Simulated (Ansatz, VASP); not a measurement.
SiO2: VASP beside Ansatz

Contents of POSCAR:

```
SiO2
1.0
    4.1854060762      0.0000000000      0.0000000000
    0.0000000000      4.1854060762      0.0000000000
    0.0000000000      0.0000000000      2.6687449733
Si O
2 4
Direct
    0.5000000000      0.5000000000      0.4250584069
    0.0000000000      0.0000000000     -0.0749415931
    0.6938852014      0.6938852014      0.0657770687
    0.1938852014      0.8061147986      0.5657770687
    0.3061147986      0.3061147986      0.0657770687
    0.8061147986      0.1938852014      0.5657770687
```

Contents of INCAR.step1:

```
SYSTEM = SiO2
ALGO = Normal ; EDIFF = 1E-4
ENCUT = 520 ; GGA = PE
ISMEAR = 0 ; LASPH = .TRUE.
LCHARG = .FALSE. ; LREAL = .FALSE.
LWAVE = .TRUE. ; NBANDS = 25
NELM = 60 ; PREC = Accurate
SIGMA = 0.05
```

File INCAR.step2:

```
SYSTEM = SiO2
ALGO = Normal ; EDIFF = 1E-7
ENCUT = 520 ; ISIF = 2
ISMEAR = 0 ; ISTART = 1
LASPH = .TRUE. ; LCHARG = .FALSE.
LMIXTAU = .TRUE. ; LREAL = .FALSE.
LWAVE = .FALSE. ; METAGGA = R2SCAN
NBANDS = 25 ; NELM = 60
PREC = Accurate ; SIGMA = 0.05
```

File KPOINTS:

```
k-points
0
G
  6 6 8
  0 0 0
```

Input for Ansatz:

```yaml
crystal:
  lattice:
    - [4.1854060762, 0.0, 0.0]
    - [0.0, 4.1854060762, 0.0]
    - [0.0, 0.0, 2.6687449733]
  atoms:
    - { symbol: Si, position: [0.5, 0.5, 0.4250584069] }
    - { symbol: Si, position: [0.0, 0.0, -0.0749415931] }
    - { symbol: O, position: [0.6938852014, 0.6938852014, 0.0657770687] }
    - { symbol: O, position: [0.1938852014, 0.8061147986, 0.5657770687] }
    - { symbol: O, position: [0.3061147986, 0.3061147986, 0.0657770687] }
    - { symbol: O, position: [0.8061147986, 0.1938852014, 0.5657770687] }
basis:
  ecutwfc: 500
kpoints:
  mp_grid: { grid: [6, 6, 8] }
hamiltonian:
  xc: r2scan
scf:
  occupations: { method: gaussian, width: 0.05 }
output:
  forces: true
  stress: true
  eigenvalues: true
```

Change from the starting cell: mode 13 (655.2 1/cm) frozen in, largest displacement -0.200 Å.

Alike in both runs: task single point; functional r2SCAN; k mesh 6 × 6 × 8; occupations gaussian, width 0.05 eV; no spin polarisation.

|  | VASP | Ansatz |
| --- | --- | --- |
| version | VASP 6.6.1 | Ansatz 0.2.0 |
| potentials or method | VASP PAW PBE potentials, release 64 (Si, O) | scalar-relativistic, plane waves, PAW |
| plane-wave cutoff (eV) | 520 | 500 |
| valence electrons in the cell | 32 | 32 |

```tsv
	VASP	Ansatz	Ansatz less VASP
gap on the k mesh at the Fermi level (eV)	5.85	5.88	+0.028
least direct gap on the mesh (eV)	5.85	5.88	+0.028
rms of the force components (eV/Å)	4.946	4.909	-0.0373
```

Atom by atom the forces differ by 0.039 eV/Å (rms over components). The functional is the same, so the differences come from potentials, cutoffs and numerics.

Caveats: the PAW data sets were made with another functional, which shifts forces and pressure a little (VASP). A k mesh can miss the band edges.
